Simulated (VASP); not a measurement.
# NiSb (Breithauptite): interstitial Li from one void to a neighbouring one, part 3 of 4

Wanted: the minimum-energy path in NiSb (Breithauptite) for this move: interstitial Li from one void to a neighbouring one. The start is a cell from a database of measured crystal structures.

VASP 6.6.1, plane waves and PAW; the level of theory is named at each step.

So far. Step 2 (Relax the host): The run ended after 5 ionic steps, 0.023 eV below its first step, once forces and stress met EDIFFG = -0.02. Step 3 (Relax the start): The run ended after 13 ionic steps, 0.689 eV below its first step, once the forces on the free atoms met EDIFFG = -0.05.

The database entry behind the starting cell differs from later determinations by our own check (c about 0.3 % short), so it need not match the best structure at ambient conditions.

**4. Relax the end**

Level of this step: PBE, spin-polarised from a ferromagnetic start; plane waves and PAW (Sb, Ni, Li) (VASP).

The end state is relaxed in the same way, so that both ends share their errors.

File INCAR:

```
SYSTEM = LiNi8Sb8
PREC = Normal
ENCUT = 280
EDIFF = 1E-05
NELM = 120
ISMEAR = 1
SIGMA = 0.15
LREAL = Auto
ALGO = Fast
GGA = PE
NBANDS = 91
ISPIN = 2
MAGMOM = 0 0 0 0 0 0 0 0 1 1 1 1 1 1 1 1 0
LASPH = .TRUE.
LMAXMIX = 4
LORBIT = 11
LWAVE = .FALSE.
LCHARG = .FALSE.
KPAR = 3
IBRION = 2
NSW = 60
ISIF = 2
EDIFFG = -0.05
POTIM = 0.4
MAXMIX = 40
ISYM = 0
```

File POSCAR:

```
LiNi8Sb8
1.0
   -5.9470815189      3.4335491159      5.1840563396
    5.9470815189     -3.4335491159      5.1840563396
    1.9823605063      3.4335491159     -5.1840563396
Sb Ni Li
8 8 1
Direct
    0.5428302854      0.7063677284      0.5011325607
    0.0403091513      0.2107540344      0.4975351869
    0.0374242532      0.7058587670     -0.0055059611
    0.5405665222      0.2069724042      0.0013281912
    0.4580142550      0.2882638827      0.4980788497
    0.9573648905      0.7901861998      0.5039120836
    0.9613261154      0.2935177236      0.0059916924
    0.4610130933      0.7912059212      0.0012412221
    0.2461361659      0.2488985127      0.0007515079
    0.7501971460      0.7505688953     -0.0022251447
    0.7429447929      0.2458080564      0.4933637679
    0.2507447497      0.7519839959      0.5051987935
    0.0022012534      0.0015497553      0.0019439129
    0.5005640755      0.5024006742      0.0033305958
    0.4987329073     -0.0034573640      0.5039593003
   -0.0026533751      0.4969488467      0.4997944434
    0.2914334995      0.4598880117      0.4979942140
```

File KPOINTS:

```
Automatic mesh
0
Gamma
4 4 4
0 0 0
```

Potentials, in the order of the species: Sb, Ni and Li (PBE family, release 64).

Run with:

```console
$ mpirun -np 3 vasp_std
```

What it wrote:

```text
[... set-up lines as in an earlier step ...]
 entering main loop
       N       E                     dE             d eps       ncg     rms          rms(c)
DAV:   1     0.639276685798E+03    0.63928E+03   -0.30647E+04 13104   0.831E+02
DAV:   2    -0.323873209954E+02   -0.67166E+03   -0.63404E+03 13632   0.246E+02
DAV:   3    -0.870582523099E+02   -0.54671E+02   -0.51680E+02 14707   0.822E+01
DAV:   4    -0.886569923345E+02   -0.15987E+01   -0.15886E+01 14924   0.147E+01
DAV:   5    -0.886970888194E+02   -0.40096E-01   -0.40088E-01 16384   0.228E+00    0.289E+01
RMM:   6    -0.102174409767E+03   -0.13477E+02   -0.12250E+02 13104   0.535E+01    0.407E+01
RMM:   7    -0.824631653260E+02    0.19711E+02   -0.38740E+01 13104   0.311E+01    0.675E+00
RMM:   8    -0.837969670437E+02   -0.13338E+01   -0.35346E+00 13104   0.621E+00    0.170E+01
RMM:   9    -0.823169828862E+02    0.14800E+01   -0.19613E+00 13104   0.699E+00    0.380E+00
RMM:  10    -0.823104886595E+02    0.64942E-02   -0.32219E-01 13104   0.271E+00    0.308E+00
RMM:  11    -0.822482702930E+02    0.62218E-01   -0.11110E-01 13106   0.160E+00    0.104E+00
RMM:  12    -0.822479659666E+02    0.30433E-03   -0.16119E-02 13130   0.573E-01    0.669E-01
RMM:  13    -0.822476578091E+02    0.30816E-03   -0.10642E-02 13408   0.481E-01    0.591E-01
RMM:  14    -0.822459143946E+02    0.17434E-02   -0.32075E-03 13325   0.280E-01    0.248E-01
RMM:  15    -0.822462812836E+02   -0.36689E-03   -0.97590E-04 13131   0.129E-01    0.214E-01
RMM:  16    -0.822461090454E+02    0.17224E-03   -0.88202E-04 13125   0.143E-01    0.123E-01
RMM:  17    -0.822460744021E+02    0.34643E-04   -0.21043E-04 13145   0.670E-02    0.214E-02
RMM:  18    -0.822460880835E+02   -0.13681E-04   -0.73221E-05 12873   0.301E-02    0.290E-02
RMM:  19    -0.822460851963E+02    0.28873E-05   -0.22178E-05  9496   0.208E-02
   1 F= -.82246085E+02 E0= -.82242718E+02  d E =-.822461E+02  mag=    -0.0013
 curvature:   0.00 expect dE= 0.000E+00 dE for cont linesearch  0.000E+00
 trial: gam= 0.00000 g(F)=  0.819E+00 g(S)=  0.000E+00 ort = 0.000E+00 (trialstep = 0.100E+01)
 search vector abs. value=  0.819E+00
 bond charge predicted
       N       E                     dE             d eps       ncg     rms          rms(c)
DAV:   1    -0.827236148507E+02   -0.47753E+00   -0.90474E+00 13595   0.972E+00    0.102E+00
RMM:   2    -0.827748741365E+02   -0.51259E-01   -0.57611E-01 13104   0.335E+00    0.918E-01
RMM:   3    -0.827846972711E+02   -0.98231E-02   -0.85595E-02 13104   0.115E+00    0.980E-01
RMM:   4    -0.827800809848E+02    0.46163E-02   -0.26321E-02 13272   0.732E-01    0.346E-01
RMM:   5    -0.827804759927E+02   -0.39501E-03   -0.63867E-03 13598   0.326E-01    0.208E-01
RMM:   6    -0.827806724143E+02   -0.19642E-03   -0.21492E-03 13212   0.205E-01    0.211E-01
RMM:   7    -0.827804803576E+02    0.19206E-03   -0.79596E-04 13106   0.130E-01    0.788E-02
RMM:   8    -0.827805044083E+02   -0.24051E-04   -0.23611E-04 13479   0.557E-02    0.412E-02
RMM:   9    -0.827805148846E+02   -0.10476E-04   -0.51499E-05 11517   0.267E-02    0.167E-02
RMM:  10    -0.827805132325E+02    0.16521E-05   -0.14045E-05  8715   0.144E-02
   2 F= -.82780513E+02 E0= -.82776382E+02  d E =-.534428E+00  mag=     0.0001
[...]
3 F= -.82838442E+02 E0= -.82834449E+02  d E =-.592357E+00  mag=     0.0001
[...]
4 F= -.82838790E+02 E0= -.82834771E+02  d E =-.592704E+00  mag=    -0.0001
[...]
5 F= -.82874165E+02 E0= -.82870052E+02  d E =-.353757E-01  mag=    -0.0004
[...]
6 F= -.82895987E+02 E0= -.82891897E+02  d E =-.571972E-01  mag=    -0.0001
[...]
7 F= -.82896874E+02 E0= -.82892820E+02  d E =-.580847E-01  mag=    -0.0002
[...]
8 F= -.82901548E+02 E0= -.82897535E+02  d E =-.467355E-02  mag=    -0.0001
 trial-energy change:   -0.004674  1 .order   -0.004597   -0.006521   -0.002673
 step:   2.3035(harm=  2.4644)  dis= 0.01125  next Energy=   -82.902344 (dE=-0.547E-02)
 bond charge predicted
       N       E                     dE             d eps       ncg     rms          rms(c)
DAV:   1    -0.829022071490E+02   -0.65324E-03   -0.30077E-01 13882   0.155E+00    0.667E-02
RMM:   2    -0.829024435787E+02   -0.23643E-03   -0.26677E-03 13104   0.231E-01    0.520E-02
RMM:   3    -0.829024857242E+02   -0.42145E-04   -0.42586E-04 13104   0.774E-02    0.383E-02
RMM:   4    -0.829024900449E+02   -0.43206E-05   -0.74637E-05 13097   0.372E-02
   9 F= -.82902490E+02 E0= -.82898508E+02  d E =-.561572E-02  mag=     0.0004
 curvature:  -1.43 expect dE=-0.950E-03 dE for cont linesearch -0.689E-05
 trial: gam= 0.11383 g(F)=  0.664E-03 g(S)=  0.000E+00 ort = 0.160E-03 (trialstep = 0.162E+01)
 search vector abs. value=  0.769E-03
 reached required accuracy - stopping structural energy minimisation
```

Wall time 13 min (3 MPI ranks of Intel Xeon 6975P-C (Granite Rapids), shared host); peak memory 1.7 GiB; 40 min of CPU time.

Parts of OUTCAR (step 4):

```text
 Found     36 irreducible k-points:

   NELECT =     121.0000    total number of electrons

 E-fermi :   9.8942

 spin component 1
 k-point     1 :       0.0000    0.0000    0.0000
  band No.  band energies     occupation
    ...
     54       8.6119      1.00000
     55       8.6141      1.00000
     56       9.4404      1.00008
     57       9.7927      0.95143
     58       9.8081      0.90786
     59       9.8947      0.49712
     60       9.9612      0.16040
     61      10.0686     -0.03482
     62      10.3509     -0.00007
     63      10.4212     -0.00000
    ...

 k-point     2 :       0.2500   -0.0000    0.0000
  band No.  band energies     occupation
    ...
     56       8.9805      1.00000
     57       9.3607      1.00000
     58       9.5073      1.00081
     59       9.6742      1.02912
     60       9.7623      1.00760
     61       9.9439      0.23568
     62      10.0135      0.01099
     63      10.5349     -0.00000
     64      10.8187     -0.00000
     65      10.9418     -0.00000
    ...

 k-point     3 :      -0.2500    0.0000    0.2500
  band No.  band energies     occupation
    ...
     56       8.9804      1.00000
     57       9.3607      1.00000
     58       9.5076      1.00082
     59       9.6757      1.02954
     60       9.7598      1.01066
     61       9.9454      0.22872
     62      10.0135      0.01104
     63      10.5351     -0.00000
     64      10.8174     -0.00000
     65      10.9445     -0.00000
    ...

 k-point     4 :      -0.0000    0.2500   -0.2500
  band No.  band energies     occupation
    ...
     56       8.9800      1.00000
     57       9.3593      1.00000
     58       9.5067      1.00079
     59       9.6775      1.03004
     60       9.7609      1.00936
     61       9.9463      0.22467
     62      10.0110      0.01549
     63      10.5355     -0.00000
     64      10.8210     -0.00000
     65      10.9426     -0.00000
    ...

  Total        7.0490122      6.8664836      3.7987351     -0.1437517     -0.0385253      0.0032578
  in kB       40.0085895     38.9725989     21.5607561     -0.8159018     -0.2186609      0.0184908
  external PRESSURE =      33.5139815 kB  Pullay stress =       0.0000000 kB

 POSITION                                       TOTAL-FORCE (eV/Angst)
 -----------------------------------------------------------------------------------
      1.96625      1.16047      3.96132        -0.014725     -0.007993     -0.043957
      1.96935      1.15031     -1.38118        -0.008848      0.008455      0.020779
      3.97424     -2.29118      3.87649         0.005324     -0.008607      0.010384
     -1.96593      1.13638      3.87515        -0.022635      0.018502      0.004142
     -0.12525      2.36347      1.27458        -0.004981     -0.000301      0.036978
     -0.00301      2.29281      6.47246         0.025612     -0.003816     -0.009348
     -1.96245      5.57721      1.28757         0.000086      0.043577      0.000038
      2.11311     -1.08264      6.46794         0.003025     -0.013980      0.011807
      0.01304     -0.00166      2.57163         0.019183      0.041574     -0.014256
      1.97795      3.42921      2.57316         0.004503     -0.031914     -0.016938
     -1.97964      3.43068      2.64449        -0.005910     -0.003546      0.013995
      3.96468      0.00692      2.55261        -0.021365      0.005669      0.039212
      0.00825      0.01131      0.00588         0.013514      0.011192      0.003941
      1.98033      3.42569      0.00541         0.006623     -0.023111      0.001527
      3.96024      0.00566      5.10734         0.005677     -0.012860     -0.025111
      3.96205      0.00349      0.01486        -0.012482     -0.003158     -0.008230
      1.97956      1.14802      1.29825         0.007399     -0.019683     -0.024963
 -----------------------------------------------------------------------------------
    total drift:                               -0.002457     -0.005080     -0.004329

  FREE ENERGIE OF THE ION-ELECTRON SYSTEM (eV)
  ---------------------------------------------------
  free  energy   TOTEN  =       -82.9024900449 eV

  energy  without entropy=      -82.8905430036  energy(sigma->0) =      -82.89850770

 total charge
# of ion       s       p       d       tot
------------------------------------------
    1        1.129   1.232   0.073   2.434
    2        1.129   1.231   0.073   2.434
    3        1.137   1.205   0.073   2.415
    4        1.137   1.205   0.073   2.415
    5        1.133   1.251   0.073   2.457
    6        1.137   1.202   0.073   2.413
    7        1.135   1.245   0.075   2.454
    8        1.135   1.245   0.074   2.454
    9        0.435   0.453   8.444   9.331
   10        0.435   0.453   8.444   9.333
   11        0.455   0.512   8.474   9.441
   12        0.436   0.451   8.447   9.333
   13        0.436   0.455   8.444   9.335
   14        0.436   0.455   8.444   9.335
   15        0.456   0.514   8.474   9.443
   16        0.436   0.451   8.446   9.333
   17        0.155   0.360   0.000   0.515
--------------------------------------------------
tot         12.750  13.921  68.205  94.876

 magnetization (x)
# of ion       s       p       d       tot
------------------------------------------
    1        0.000   0.000   0.000   0.000
    2        0.000   0.000   0.000   0.000
    3        0.000   0.000   0.000   0.000
    4        0.000   0.000   0.000   0.000
    5        0.000   0.000   0.000   0.000
    6        0.000   0.000   0.000   0.000
    7        0.000   0.000   0.000   0.000
    8        0.000   0.000   0.000   0.000
    9        0.000   0.000   0.000   0.000
   10        0.000   0.000   0.000   0.000
   11        0.000   0.000   0.000   0.000
   12        0.000   0.000   0.000   0.000
   13        0.000   0.000   0.000   0.000
   14        0.000   0.000   0.000   0.000
   15        0.000   0.000   0.000   0.000
   16        0.000   0.000   0.000   0.000
   17        0.000   0.000   0.000   0.000
--------------------------------------------------
tot          0.000   0.000   0.000   0.000

[... 6 parts as in an earlier step ...]

[... 10 further parts left out ...]
```

CONTCAR:

```
LiNi8Sb8
   1.00000000000000
    -5.9470815189000001    3.4335491159000000    5.1840563395999997
     5.9470815189000001   -3.4335491159000000    5.1840563395999997
     1.9823605063000000    3.4335491159000000   -5.1840563395999997
  Sb              Ni              Li
     8     8     1
Direct
     0.5510574801434422    0.7145308548958991    0.5014533879801316
     0.0342960422246210    0.1989001608412610    0.4996245545532975
     0.0402401730660455    0.7082639752156534    0.0007317394850321
     0.5392385452338444    0.2085691832100171    0.0002940918689548
     0.4671058498002801    0.2792235210482780    0.5004636629740052
     0.9581500591193449    0.7908285291720891    0.5004463312578564
     0.9363490283814004    0.2827777380302431    0.9707560259901989
     0.4661743165148602    0.8114910756774605    0.0300049756525690
     0.2477910108209586    0.2495556644395671    0.0012823129244532
     0.7475481189950526    0.7473078472700162    0.9984955108940190
     0.7546425855857359    0.2551948429121109    0.4997173133571910
     0.2472058492121138    0.7466966598120789    0.5015062149804052
     0.0022142226852256    0.0024317907126737    0.0035112668841555
     0.4993772253367829    0.4996938540501429    0.9980273718869457
     0.4934259683260775    0.9924485388505024    0.5006723980033392
     0.0019415017023563    0.5013507927283130    0.5004263511554568
     0.2923918042518596    0.4584510166336885    0.5004117066519984
```

Step by step:

```
step  energy less that of the first step (eV)  largest force (eV/Å)
   1                                   0.0000                2.8744
   2                                  -0.5344                0.7906
   3                                  -0.5924                0.6895
   4                                  -0.5927                0.6640
   5                                  -0.6281                0.4023
   6                                  -0.6499                0.1137
   7                                  -0.6508                0.1451
   8                                  -0.6555                0.0667
   9                                  -0.6564                0.0480
```

The atoms that moved most (Å):

```csv
atom,dx,dy,dz,length
Sb7,0.015,-0.170,-0.002,0.171
Sb8,0.147,0.047,-0.017,0.155
Sb5,-0.103,0.070,-0.012,0.125
Sb2,-0.031,0.027,-0.103,0.111
Sb1,0.000,0.001,0.083,0.083
Ni11,-0.001,0.030,0.076,0.082
Ni16,0.000,0.003,0.043,0.043
Ni15,0.001,-0.015,-0.032,0.035
```

Final coordinates:

```cif
data_structure
_symmetry_space_group_name_H-M 'P 1'
_symmetry_Int_Tables_number 1
_cell_length_a 8.6042
_cell_length_b 8.6042
_cell_length_c 6.5264
_cell_angle_alpha 118.593
_cell_angle_beta 118.593
_cell_angle_gamma 105.901
_cell_volume 282.28
loop_
_atom_site_label
_atom_site_type_symbol
_atom_site_fract_x
_atom_site_fract_y
_atom_site_fract_z
_atom_site_occupancy
Sb1 Sb 0.55106 0.71453 0.50145 1
Sb2 Sb 0.03430 0.19890 0.49962 1
Sb3 Sb 0.04024 0.70826 0.00073 1
Sb4 Sb 0.53924 0.20857 0.00029 1
Sb5 Sb 0.46711 0.27922 0.50046 1
Sb6 Sb 0.95815 0.79083 0.50045 1
Sb7 Sb 0.93635 0.28278 0.97076 1
Sb8 Sb 0.46617 0.81149 0.03000 1
Ni9 Ni 0.24779 0.24956 0.00128 1
Ni10 Ni 0.74755 0.74731 0.99850 1
Ni11 Ni 0.75464 0.25519 0.49972 1
Ni12 Ni 0.24721 0.74670 0.50151 1
Ni13 Ni 0.00221 0.00243 0.00351 1
Ni14 Ni 0.49938 0.49969 0.99803 1
Ni15 Ni 0.49343 0.99245 0.50067 1
Ni16 Ni 0.00194 0.50135 0.50043 1
Li17 Li 0.29239 0.45845 0.50041 1
```

Numbers from this step:

| Property | Result |
| --- | --- |
| electronic cycles | 68 |
| free energy (TOTEN) | -82.9025 eV |
| energy at zero smearing | -82.8985 eV |
| Fermi energy | 9.894 eV |

The run ended after 9 ionic steps, 0.656 eV below its first step, once the forces on the free atoms met EDIFFG = -0.05.

(Continued in part 4 of 4.)

[Lines on the potential files, build, host, timing and source positions are cut from VASP's logs without a mark.]

[Logs are printed without paths, hosts, clocks, repeated set-up lines and the standing remarks that a program may print on its own settings, such as how far it seeks lower states.]

[Hosts, paths, dates, database ids (printed as entryN), source tags and the programs' standing remarks are cut or masked in the printed files.]

[Runs that stopped without an error message from VASP are left out.]
